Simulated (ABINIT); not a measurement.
# Ti (P6_3/mmc) in ABINIT: notebook

The runs below take Ti through relaxation of cell and atoms, single point, with HCTH407, LDA, revPBE+D3(BJ).

All numbers are computed with ABINIT 10.8.3 (patched build); they aren't measurements. Logs are shortened: lines on timing, memory, paths and dates and some standing lists are left out, and cuts for length are marked. The log counts tension as positive stress, the text compression.

## Step 1: The crystal as given

Symmetry: P6_3/mmc, No. 194, hexagonal system. Conventional cell: a = 2.950 Å, b = 2.950 Å, c = 4.680 Å, α = 90.00°, β = 90.00°, γ = 120.00°. Ti (site symmetry -6m2) is surrounded by 12 Ti at 2.89 to 2.95 Å.

## Step 2: Relaxation of cell and atoms, HCTH407

File run.abi:

```
pp_dirpath "./"
pseudos "Ti.GGA_PBE-JTH.xml"

acell 2.95 2.95 4.68 Angstrom
rprim
     1.0000000000     0.0000000000     0.0000000000
    -0.5000000000     0.8660254038     0.0000000000
     0.0000000000     0.0000000000     1.0000000000
ntypat 1
znucl 22
natom 2
typat 1 1
xred
     0.6666666667     0.3333333333     0.7500000000
     0.3333333333     0.6666666667     0.2500000000
chkprim 0
chksymtnons 0
tolsym 1.0e-6

ecut 408.170794 eV
pawecutdg 30.0

kptopt 1
ngkpt 10 10 6
nshiftk 1
shiftk 0.0 0.0 0.0

ixc 27

nband 16
occopt 3
tsmear 0.00183747

nstep 100
tolvrs 1.0e-9

iomode 3
prtwf 0
prtden 0
prteig 0
prtebands 0
enunit 2

ionmov 2
ntime 60
tolmxf 0.0001
optcell 2
dilatmx 1.08
ecutsm 0.5
```

Potentials or basis: JTH PAW PBE v2.0.

On the command line:

```
$ abinit run.abi > log 2>&1
```

run.abo:

```text
.Version 10.8.3 of ABINIT
 Symmetries : space group P6_3/m m c (#194); Bravais hP (primitive hexag.)
================================================================================
 Values of the parameters that define the memory need of the present run
     intxc =       0    ionmov =       2      iscf =       7    lmnmax =      18
     lnmax =       6     mgfft =      36  mpssoang =       3    mqgrid =    3001
     natom =       2  nloc_mem =       2    nspden =       1   nspinor =       1
    nsppol =       1      nsym =      24    n1xccc =       1    ntypat =       1
    occopt =       3   xclevel =       2
       mpw =         846          nfft =       20736          nkpt =          56
 PAW method is used; the additional fine FFT grid is defined by:
   mgfftf=        48    nfftf =     43200
================================================================================
================================================================================

--------------------------------------------------------------------------------
------------- Echo of variables that govern the present computation ------------
--------------------------------------------------------------------------------
 -outvars: echo values of preprocessed input variables --------
            acell      5.5746920714E+00  5.5746920714E+00  8.8439182692E+00 Bohr
              amu      4.78800000E+01
          chkprim           0
      chksymtnons           0
          dilatmx      1.08000000E+00
             ecut      1.50000000E+01 Hartree
           ecutsm      5.00000000E-01 Hartree
           enunit           2
           ionmov           2
             iscf           7
                       outvar_i_n : Printing only first  50 k-points.
              ixc          27
                       outvar_i_n : Printing only first  50 k-points.
         kptrlatt       10    0    0      0   10    0      0    0    6
          kptrlen      5.30635096E+01
            natom           2
            nband          16
            ngfft          24      24      36
          ngfftdg          30      30      48
             nkpt          56
            nstep         100
             nsym          24
            ntime          60
           ntypat           1
                       prtocc : prtvol=0, do not print more k-points.
           occopt           3
          optcell           2
        pawecutdg      3.00000000E+01 Hartree
         pawxcdev           0
           prtden           0
        prtebands           0
           prteig           0
            prtwf           0
            rprim      1.0000000000E+00  0.0000000000E+00  0.0000000000E+00
                      -5.0000000000E-01  8.6602540380E-01  0.0000000000E+00
                       0.0000000000E+00  0.0000000000E+00  1.0000000000E+00
          spgroup         194
           tolmxf      1.00000000E-04
           tolsym      1.00000000E-06
           tolvrs      1.00000000E-09
           tsmear      1.83747000E-03 Hartree
[... 1285 lines left out ...]
 frms,max,avg= 3.4305332E-28 5.9217499E-28   0.000E+00  0.000E+00  0.000E+00 h/b

 cartesian forces (eV/Angstrom) at end:
    1      0.00000000000000     0.00000000000000    -0.00000000000000
    2     -0.00000000000000    -0.00000000000000    -0.00000000000000
 frms,max,avg= 1.7640511E-26 3.0450862E-26   0.000E+00  0.000E+00  0.000E+00 e/A
 length scales=  5.512996836564  5.512996836639  8.812530562721 bohr
              =  2.917352287711  2.917352287750  4.663390341014 angstroms
 Fermi (or HOMO) energy (hartree) =   0.27216   Average Vxc (hartree)=  -0.41848
 Eigenvalues (hartree) for nkpt=  56  k points:
 kpt#   1, nband= 16, wtk=  0.00167, kpt=  0.0000  0.0000  0.0000 (reduced coord)
  -1.83039   -1.82553   -0.96804   -0.94486   -0.94486   -0.94288   -0.94138   -0.94138
   0.04368    0.17617    0.29208    0.30179    0.30179    0.30337    0.31973    0.31973
      occupation numbers for kpt#   1
   2.00000    2.00000    2.00000    2.00000    2.00000    2.00000    2.00000    2.00000
   2.00000    2.00000    0.00004    0.00000    0.00000    0.00000    0.00000    0.00000
 prteigrs : prtvol=0 or 1, do not print more k-points.

 Fermi (or HOMO) energy (eV) =   7.40577   Average Vxc (eV)= -11.38730
 Eigenvalues (   eV  ) for nkpt=  56  k points:
 kpt#   1, nband= 16, wtk=  0.00167, kpt=  0.0000  0.0000  0.0000 (reduced coord)
 -49.80752  -49.67517  -26.34184  -25.71095  -25.71095  -25.65717  -25.61637  -25.61637
   1.18851    4.79373    7.94786    8.21207    8.21207    8.25503    8.70037    8.70037
 prteigrs : prtvol=0 or 1, do not print more k-points.

--- !EnergyTerms
iteration_state     : {dtset: 1, itime: 12, icycle: 1, }
comment             : Components of total free energy in Hartree
kinetic             :  1.54114569200782E+01
hartree             :  2.30883803402313E+01
xc                  : -6.58055506952295E+00
Ewald energy        : -8.52762358702313E+01
psp_core            :  5.27592429841471E+00
local_psp           : -6.91227763160166E+01
PAW spherical_terms : -4.72652240799219E-01
internal            : -1.17676457937846E+02
'-kT*entropy'       : -7.22238654662918E-04
total_energy        : -1.17677180176501E+02
total_energy_eV     : -3.20215920212066E+03
...

--- !EnergyTermsDC
iteration_state     : {dtset: 1, itime: 12, icycle: 1, }
comment             : '"Double-counting" decomposition of free energy'
band_energy         : -1.70543466680074E+01
Ewald energy        : -8.52762358702313E+01
psp_core            :  5.27592429841471E+00
xc_dc               : -2.22926569754248E+01
PAW spherical_terms :  1.67085703047036E+00
internal            : -1.17676458184778E+02
'-kT*entropy'       : -7.22238654662918E-04
total_energy_dc     : -1.17677180423433E+02
total_energy_dc_eV  : -3.20215920884003E+03
...

--- !EnergyTermsWithPAWCore
iteration_state     : {dtset: 1, itime: 12, icycle: 1, }
comment             : 'Components of total free energy, including PAW core contributions'
Total energy        : -1.70850697462996E+03
Total energy DC     : -1.70850697487690E+03
Total energy (eV)   : -4.64908431906084E+04
Total energy DC (eV): -4.64908431973277E+04
...

 Cartesian components of stress tensor (hartree/bohr^3)
  sigma(1 1)= -4.61744821E-08  sigma(3 2)=  0.00000000E+00
  sigma(2 2)= -4.61752995E-08  sigma(3 1)=  0.00000000E+00
  sigma(3 3)= -1.47043944E-07  sigma(2 1)=  0.00000000E+00

-Cartesian components of stress tensor (GPa)         [Pressure=  2.3477E-03 GPa]
- sigma(1 1)= -1.35850017E-03  sigma(3 2)=  0.00000000E+00
- sigma(2 2)= -1.35852421E-03  sigma(3 1)=  0.00000000E+00
- sigma(3 3)= -4.32618218E-03  sigma(2 1)=  0.00000000E+00

== END DATASET(S) ==============================================================
================================================================================

 -outvars: echo values of variables after computation  --------
            acell      5.5129968366E+00  5.5129968366E+00  8.8125305627E+00 Bohr
           etotal     -1.1767718018E+02
            fcart      4.8841769785E-29  5.9217498758E-28 -0.0000000000E+00
                      -4.8841769785E-29 -5.9217498758E-28 -0.0000000000E+00
            rprim      1.0000000000E+00  0.0000000000E+00  0.0000000000E+00
                      -4.9999999999E-01  8.6602540379E-01  0.0000000000E+00
                       0.0000000000E+00  0.0000000000E+00  1.0000000000E+00
           strten     -4.6174482137E-08 -4.6175299522E-08 -1.4704394368E-07
                       0.0000000000E+00  0.0000000000E+00  0.0000000000E+00
           xangst      1.4586761439E+00  8.4216706433E-01  3.4975427558E+00
                       1.3796786080E-17  1.6843341287E+00  1.1658475853E+00
             xred      6.6666666667E-01  3.3333333333E-01  7.5000000000E-01
                       3.3333333333E-01  6.6666666667E-01  2.5000000000E-01
 Calculation completed.
```

Wall time 5.4 min (1 thread of Arm Neoverse V1, shared host); peak memory 0.12 GiB.

What came out:

```
Free energy                                           : -3202.1592 eV
Relaxed volume                                        : 17.19 Å³/atom
Relaxed cell                                          : a = 2.917 Å, b = 2.917 Å, c = 4.663 Å, α = 90.00°, β = 90.00°, γ = 120.00°
Space group after relaxing (to 0.05 Å)                : P6_3/mmc (No. 194)
Energy gained by relaxing                             : 2.1 meV/atom
Ionic steps                                           : 12
Pressure after relaxing                               : 0.0 GPa
Band gap on the k mesh                                : none (metal or under the smearing width)
Valence electrons inside the program's atomic spheres : Ti 10.16 (radii [1.2214] Å)
```

Step by step:
```
step  energy change (eV)  largest force (eV/Å)  pressure (GPa)  volume (Å³)
   1              0.0000                0.0000           -2.73        35.27
   2             -0.0031                0.0000           -1.85        34.98
   3             -0.0034                0.0000           -0.04        34.37
   4             -0.0034                0.0000            0.06        34.34
   5             -0.0030                0.0000            0.06        34.33
   6             -0.0030                0.0000            0.05        34.34
   7             -0.0040                0.0000            0.09        34.35
   8             -0.0030                0.0000            0.04        34.34
   9             -0.0030                0.0000            0.11        34.32
  10             -0.0040                0.0000            0.08        34.35
  11             -0.0040                0.0000           -0.34        34.47
  12             -0.0042                0.0000            0.00        34.37
```

Final structure:
```yaml
crystal:
  lattice:
    - [2.91735, 0.00000, 0.00000]
    - [-1.45868, 2.52650, 0.00000]
    - [0.00000, 0.00000, 4.66339]
  atoms:
    - { symbol: Ti, position: [0.66667, 0.33333, 0.75000] }
    - { symbol: Ti, position: [0.33333, 0.66667, 0.25000] }
```

Caveat: the PAW data sets were made with another functional, which shifts forces and pressure a little.

[end of part 1 of 2]
